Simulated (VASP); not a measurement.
The system is RbBr.

```
CELL_PARAMETERS angstrom
0.00000 3.42700 3.42700
3.42700 0.00000 3.42700
3.42700 3.42700 0.00000
ATOMIC_POSITIONS crystal
Rb 0.00000 0.00000 0.00000
Br 0.50000 0.50000 0.50000
```

- Program: VASP 6.6.1
- Task: relaxation of cell and atoms
- Functional: LDA
- Potentials or basis: VASP PAW LDA potentials, release 64 (Rb_sv, Br)
- Cutoff: 600 eV
- k mesh: 8 × 8 × 8
- Occupations: gaussian, width 0.03 eV
- Spin: no spin polarisation

At the start: pressure -1.2 GPa; volume 40.25 Å³/atom.

Task: How do energy, volume and symmetry change on relaxing?

Result: Over 3 steps the energy falls by 12.3 meV/atom and the volume is 37.23 Å³/atom (-7.5 %); space group Fm-3m (No. 225, to 0.05 Å).

The path:
```
step  energy change (eV)  largest force (eV/Å)  pressure (GPa)  volume (Å³)
   1              0.0000                0.0000           -1.19        80.50
   2             -0.0194                0.0000           -0.60        77.07
   3             -0.0247                0.0000           -0.03        74.46
```

Final structure:
```
CELL_PARAMETERS angstrom
0.00000 3.33918 3.33918
3.33918 0.00000 3.33918
3.33918 3.33918 0.00000
ATOMIC_POSITIONS crystal
Rb 0.00000 0.00000 0.00000
Br 0.50000 0.50000 0.50000
```
